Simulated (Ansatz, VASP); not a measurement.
## Two plane-wave programs on Ag

File INCAR:

```
ALGO = Fast
EDIFF = 1E-7
ENCUT = 520
GGA = PE
ISIF = 2
ISMEAR = 0
LASPH = T
LCHARG = T
LELF = T
LREAL = F
LVHAR = T
LWAVE = F
NBANDS = 12
NELM = 60
PREC = Accurate
SIGMA = 0.022
```

KPOINTS

```
k-points
0
Gamma
  11 11 11
```

The input POSCAR:

```
Ag
1.0
    0.0000000000      2.0427500000      2.0427500000
    2.0427500000      0.0000000000      2.0427500000
    2.0427500000      2.0427500000      0.0000000000
Ag
1
Direct
    0.0000000000      0.0000000000      0.0000000000
```

Contents of input.yaml:

```yaml
crystal:
  lattice:
    - [0.0, 2.04275, 2.04275]
    - [2.04275, 0.0, 2.04275]
    - [2.04275, 2.04275, 0.0]
  atoms:
    - { symbol: Ag, position: [0.0, 0.0, 0.0] }
hamiltonian:
  xc: pbe
  pseudopotentials: { kind: paw }
kpoints:
  mp_grid: { grid: [11, 11, 11] }
scf:
  occupations: { method: gaussian, width: 0.022 }
output:
  forces: true
  stress: true
  eigenvalues: true
```

Alike in both runs: task single point; functional PBE; k mesh 11 × 11 × 11; occupations gaussian, width 0.022 eV; no spin polarisation.

|  | VASP | Ansatz |
| --- | --- | --- |
| version | VASP 6.6.1 | Ansatz 0.2.0 |
| potentials or method | VASP PAW PBE potentials, release 64 (Ag) | Ansatz PAW |
| plane-wave cutoff (eV) | 520 | 420 |
| valence electrons in the cell | 11 | 19 |

Ansatz gave:

| Quantity | Value |
| --- | --- |
| gap on the k mesh at the Fermi level (eV) | none |
| pressure (GPa) | 4.3 |

Problem. What did VASP give for the same quantities?

Solution. gap on the k mesh at the Fermi level (eV): none; pressure (GPa): 4.1.

A gap of «none» marks a metal or a gap that the smearing closes. The two sets of potentials don't hold the same shells in valence.
